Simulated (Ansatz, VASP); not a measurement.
Two plane-wave programs on LiCl

Contents of INCAR:

```
SYSTEM = LiCl
PREC = Accurate
ENCUT = 520
EDIFF = 1E-6
ISMEAR = 0
SIGMA = 0.05
LREAL = .False.
LASPH = .True.
NELM = 100
ALGO = Normal
ISIF = 2
LWAVE = .False.
LCHARG = .False.
GGA = PE
NBANDS = 12
```

File KPOINTS:

```
Automatic mesh
0
Gamma
  8 8 8
  0 0 0
```

File POSCAR:

```
LiCl
1.0
    0.0000000000      2.6417028000      2.6417028000
    2.6417028000      0.0000000000      2.6417028000
    2.6417028000      2.6417028000      0.0000000000
Li Cl
1 1
Direct
    0.0000000000      0.0000000000      0.0000000000
    0.5000000000      0.5000000000      0.5000000000
```

Input for Ansatz:

```yaml
crystal:
  lattice:
    - [0.0, 2.6417028, 2.6417028]
    - [2.6417028, 0.0, 2.6417028]
    - [2.6417028, 2.6417028, 0.0]
  atoms:
    - { symbol: Li, position: [0.0, 0.0, 0.0] }
    - { symbol: Cl, position: [0.5, 0.5, 0.5] }
basis:
  ecutwfc: 420
kpoints:
  mp_grid: { grid: [8, 8, 8] }
hamiltonian:
  xc: pbe
scf:
  occupations: { method: gaussian, width: 0.05 }
output:
  forces: true
  stress: true
  eigenvalues: true
```

Change from the starting cell: strain +0.030 along x and y, +0.030 along z, atoms carried along.

Alike in both runs: task single point; functional PBE; k mesh 8 × 8 × 8; occupations gaussian, width 0.05 eV; no spin polarisation.

|  | VASP | Ansatz |
| --- | --- | --- |
| version | VASP 6.6.1 | Ansatz 0.2.0 |
| potentials or method | VASP PAW PBE potentials, release 64 (Li_sv, Cl) | scalar-relativistic, plane waves, PAW |
| plane-wave cutoff (eV) | 520 | 420 |
| valence electrons in the cell | 10 | 10 |

```csv
,VASP,Ansatz,Ansatz less VASP
gap on the k mesh at the Fermi level (eV),5.86,5.85,-0.011
least direct gap on the mesh (eV),5.86,5.85,-0.011
```

 A k mesh can miss the band edges.
